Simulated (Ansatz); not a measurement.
The system is TiO2.

```
CELL_PARAMETERS angstrom
2.70603 -2.70666 0.00000
2.70603 2.70666 0.00000
-2.63353 0.00000 4.79664
ATOMIC_POSITIONS crystal
Ti 0.86589 0.13411 0.75000
Ti 0.13411 0.86589 0.25000
O 0.08876 0.33122 0.16715
O 0.91124 0.66878 0.83285
O 0.66878 0.91124 0.33285
O 0.33122 0.08876 0.66715
```

The cell is a database's computed one.

* Program: Ansatz 0.2.0
* Task: single point
* Functional: PBE
* Potentials or basis: Ansatz PAW
* Cutoff: 420 eV (not typed: the program's choice for these potentials)
* k mesh: 8 × 8 × 6
* Occupations: fermi-dirac, width 0.05 eV
* Spin: no spin polarisation

On this cell: pressure -1.7 GPa; largest force 0.128 eV/Å; band gap on the k mesh 2.07 eV, indirect (least direct gap 2.41 eV).

The same run follows on a disturbed copy (atoms moved at random, drawn with an rms of 0.05 Å):

```xyz
6
Lattice="2.7060 -2.7067 0.0000 2.7060 2.7067 0.0000 -2.6335 0.0000 4.7966" Properties=species:S:1:pos:R:3 pbc="T T T"
Ti    0.7011   -1.9842    3.5864
Ti    2.0043    1.9410    1.2638
O     0.6819    0.6844    0.8025
O     2.0561   -0.6519    4.0195
O     3.4185    0.6373    1.6603
O    -0.5982   -0.6672    3.2188
```

**Question.** What does the disturbed cell give?

**Answer.** The energy moves by +10.6 meV/atom; pressure 0.1 GPa; largest force 0.931 eV/Å; band gap on the k mesh 2.14 eV, indirect (least direct gap 2.42 eV).

Forces on the atoms (eV/Å):
```
Ti   0.188 -0.088  0.868
Ti   0.055  0.115 -0.923
O    0.007 -0.314  0.390
O    0.283 -0.007  0.153
O   -0.244  0.197 -0.464
O   -0.289  0.097 -0.024
```

Stress tensor (GPa, compression positive):
```
-0.95 -3.70 -0.31
-3.70 -0.87 -0.38
-0.31 -0.38  2.21
```

A k mesh can miss the band edges.
